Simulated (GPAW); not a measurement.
# Ga (Cmcm) in GPAW: single point with PBE

Aim: the single point of Ga with PBE.

Everything below comes from runs of GPAW 26.7.0. Logs are shortened: lines on timing, memory, paths and dates and some standing lists are left out, and cuts for length are marked. The log counts tension as positive stress, the text compression.

## (1) Starting point

It takes space group Cmcm (No. 63, orthorhombic). Conventional cell: a = 2.900 Å, b = 8.130 Å, c = 3.170 Å, α = 90.00°, β = 90.00°, γ = 90.00°. Around Ga (site symmetry m2m) lie 8 Ga at 2.68 to 2.90 Å.

This isn't the form of Ga at room conditions, which is orthorhombic.

## (2) Single point, PBE

run.py reads:

```python
from ase.dft.bandgap import bandgap
from ase.io import read, write
from ase.units import GPa
from gpaw import GPAW, PW

atoms = read('POSCAR')

calc = GPAW(mode=PW(450),
            xc='PBE',
            kpts={'size': (8, 8, 7), 'gamma': True},
            occupations={'name': 'fermi-dirac', 'width': 0.05},
            nbands=10,
            maxiter=120,
            txt='gpaw.txt')
atoms.calc = calc
energy = atoms.get_potential_energy()
forces = atoms.get_forces()
stress = atoms.get_stress()
calc.write('gs.gpw')
write('result.traj', atoms)
print(f'Energy: {energy:.6f} eV')
print('Forces (eV/A):')
print(forces.round(4))
print('Stress (GPa):', (stress / GPa).round(3))
print('Fermi level:', round(calc.get_fermi_level(), 4), 'eV')
print(f'Gap: {bandgap(calc)[0]:.4f} eV, direct: {bandgap(calc, direct=True)[0]:.4f} eV')
```

POSCAR reads:

```
Ga
1.0
    1.4500000000     -4.0650000000      0.0000000000
    1.4500000000      4.0650000000      0.0000000000
    0.0000000000      0.0000000000      3.1700000000
Ga
2
Direct
    0.1330000000      0.8670000000      0.7500000000
    0.8670000000      0.1330000000      0.2500000000
```

Potentials or basis: GPAW PAW data sets (gpaw-data 1.2.1), pw.

Command:

```bash
> OMP_NUM_THREADS=1 python run.py
```

gpaw.txt:

```text
__  _  _
 | _ |_)|_||  |
 |__||  | ||/\| - 26.7.0

Input parameters:
  mode=PW(ecut=450.00000000000006),
  kpts=MonkhorstPack(size=(8, 8, 7), gamma=True),
  maxiter=120,
  nbands=10,
  occupations=Occupations(name='fermi-dirac', width=0.05),
  xc=XC(name='PBE')

Diagonalizing LCAO Hamiltonian
Converting LCAO to pw mode

           Ga

       Ga

Atoms  # Å, Bohr magnetons
|   | symbol |        x |         y |        z |    initial magnetic moments |
|---|--------|----------|-----------|----------|-----------------------------|
| 0 |     Ga | 1.450000 |  2.983710 | 2.377500 | ( 0.0000,  0.0000,  0.0000) |
| 1 |     Ga | 1.450000 | -2.983710 | 0.792500 | ( 0.0000,  0.0000,  0.0000) |

Unit cell  # Å
| periodic |        x |         y |        z |  lengths |     angles |
|----------|----------|-----------|----------|----------|------------|
|      yes | 1.450000 | -4.065000 | 0.000000 | 4.315869 |  90.000000 |
|      yes | 1.450000 |  4.065000 | 0.000000 | 4.315869 |  90.000000 |
|      yes | 0.000000 |  0.000000 | 3.170000 | 3.170000 | 140.737003 |

Number of symmetries: 4
Symmetry operations  # r_c * U_cc + t_c -> r_c
|   | kind |            matrix            |
|---|------|------------------------------|
| 0 |  E   |  1, 0, 0,  0, 1, 0,  0, 0, 1 |
| 1 |  C2  |  0, 1, 0,  1, 0, 0,  0, 0,-1 |
| 2 |  σ   |  0,-1, 0, -1, 0, 0,  0, 0, 1 |
| 3 |  i   | -1, 0, 0,  0,-1, 0,  0, 0,-1 |

BZ-sampling:
  Number of BZ points: 448
  Number of IBZ points: 129

  Monkhorst-Pack size: [8, 8, 7]
  Monkhorst-Pack shift: [0.0625, 0.0625, 0.0]

K-points  # in reciprocal-cell coordinates
|     |                                coordinates |     weight |
|-----|--------------------------------------------|------------|
|   0 | (  0.00000000,   0.00000000,   0.00000000) | 0.00223214 |
|   1 | (  0.00000000,   0.00000000,   0.14285714) | 0.00446429 |
|   2 | (  0.00000000,   0.00000000,   0.28571429) | 0.00446429 |
|   3 | (  0.00000000,   0.00000000,   0.42857143) | 0.00446429 |
|   4 | (  0.12500000,  -0.12500000,  -0.42857143) | 0.00446429 |
|   5 | (  0.12500000,  -0.12500000,  -0.28571429) | 0.00446429 |
|   6 | (  0.12500000,  -0.12500000,  -0.14285714) | 0.00446429 |
|   7 | (  0.12500000,  -0.12500000,   0.00000000) | 0.00446429 |
|   8 | (  0.12500000,  -0.12500000,   0.14285714) | 0.00446429 |
|   9 | (  0.12500000,  -0.12500000,   0.28571429) | 0.00446429 |
| ... |                                            |            |
| 128 | (  0.50000000,   0.50000000,   0.42857143) | 0.00446429 |

Plane wave coefficients: 826
Cutoff: 450.00000000000006 eV

Spin-components: 1 (collinear spins)
Bands:           10
Projectors:      10
Spin-degeneracy: 2
Datatype:        complex128

Parallelization:
  kpt:    1
  domain: 1
  band:   1

Density:
  Valence electrons: 6.0
  Components: 1
  Grid points: [24 24 16]
  Charge: 0.0  # |e|

Potential:
  Grid points: [24 24 16]

species:
  Ga:
    name:    Gallium
    Z:       31.0
    valence: 3
    core:    28
    charge:  0.0  # [|e|]
    compensation charges:
      type: gauss
      rc: 0.37  # [Å]
      lmax: 2
    cutoffs:
      filter: 2.06  # [Å]
      core: 4.17  # [Å]
    projectors
    | kind |    occ | energy [eV] | rcut [Å] |
    |------|--------|-------------|----------|
    |   4s |  2.000 |      -8.945 |    1.164 |
    |   4p |  1.000 |      -2.580 |    1.164 |
    |    s |        |      18.266 |    1.164 |
    |    p |        |      24.631 |    1.164 |
    |    d |        |       0.000 |    1.164 |

    Using partial waves for Ga as LCAO basis

Reference energy: -105769.343058  # eV

eigensolver:
  PPCG
  Converge bands: occupied
  niter=2

density mixing:
  MSR1-Mixer
  Pratt-step length: 0.05
  Maximum mixing coefficient: 0.75
  Old densities: 10
  SVD Regularization: 0.005
  Good broyden scale: 1.0
  Trust region scale: 1.0
  Backstep threshold: 4.0
  History deletion threshold: 6.0
  Fourier metric: weight=20.0, sigma=0.015

occupation numbers:
  Fermi-Dirac:
    width: 0.0500  # eV

poisson solver:
  ecut: 3600.0000000000005  # eV

xc functional:
  name: PBE with 2 nearest neighbor stencil

convergence criteria:
- Maximum [total energy] change in last 3 cyles: 0.0005 eV / valence electron
- Maximum integral of absolute [dens]ity change: 0.0001 electrons / valence electron
- Maximum integral of absolute [eigenst]ate change: 4e-08 eV^2 / valence electron
maximum number of iterations: 120

SCF iterations
|iter     | |      energy | eigst |  dens |
|---------|-|-------------|-------|-------|
|iter:   1| |   -5.775257 | -0.90 |       |
|iter:   2| |   -5.774392 | -3.25 | -1.05 |
|iter:   3| |   -5.763645 | -3.60 | -1.08 |
|iter:   4| |   -5.763022 | -4.35 | -1.59 |
|iter:   5| |   -5.763030c| -5.76 | -2.71 |
|iter:   6| |   -5.763032c| -7.00 | -3.33 |
|iter:   7| |   -5.763032c| -7.72c| -4.17c|

Converged in 7 steps
Energy contributions relative to reference atoms: (reference = -105769.343058)

Energy contributions:
  Kinetic:          18.865409
  Coulomb:         -15.058537
  Zero:              0.019900
  External:          0.000000
  Xc:               -9.585893
  Entropy:          -0.007824
  Spinorbit:         0.000000
  ----------------------------
  Free energy:      -5.766944
  Extrapolated:     -5.763032

dipole moment: (-0.000043, 0.000000, -0.000046)  # |e|*Ang

Fermi level: 6.389
Eigenvalues  # (at kpt = [0.000, 0.000, 0.000])
| band index |      eig [eV] | occ [0-2] |
|------------|---------------|-----------|
|          0 |        -4.922 |     2.000 |
|          1 |         4.040 |     2.000 |
|          2 |         4.728 |     2.000 |
|          3 |         9.233 |     0.000 |
|          4 |        12.870 |     0.000 |
|          5 |        14.177 |     0.000 |
|          6 |        15.088 |     0.000 |
|          7 |        16.706 |     0.000 |
|          8 |        17.639 |     0.000 |
|          9 |        17.792 |     0.000 |

No gap
No difference between direct/indirect transitions

Forces  # eV/Ang
|       x |        y |        z |
|---------|----------|----------|
| 0.00000 | -0.25557 | -0.00000 |  # Ga   0
| 0.00000 |  0.25557 |  0.00000 |  # Ga   1

Stress tensor  # eV/Ang^3
|         x |         y |         z |
|-----------|-----------|-----------|
| -0.005929 | -0.000000 |  0.000000 |
| -0.000000 | -0.022546 | -0.000000 |
|  0.000000 | -0.000000 | -0.007681 |

# Writing to gs.gpw (mode='')
```

It took 14 s on 1 thread of Arm Neoverse V2, shared host; peak memory 0.16 GiB.

What came out:

- Free energy: -5.7669 eV
- Pressure: 1.9 GPa
- Largest force: 0.256 eV/Å
- Band gap on the k mesh: none (metal or under the smearing width)

Forces in eV/Å, atoms in the order of the input:
```
Ga   0.000 -0.256  0.000
Ga   0.000  0.256  0.000
```

Stress tensor (GPa, compression positive):
```
0.95 0.00 0.00
0.00 3.61 0.00
0.00 0.00 1.23
```

Caveat: the cutoff is short for stress and forces, so pressures can be off by a GPa or more; the program warned that so skewed a cell can give wrong results.
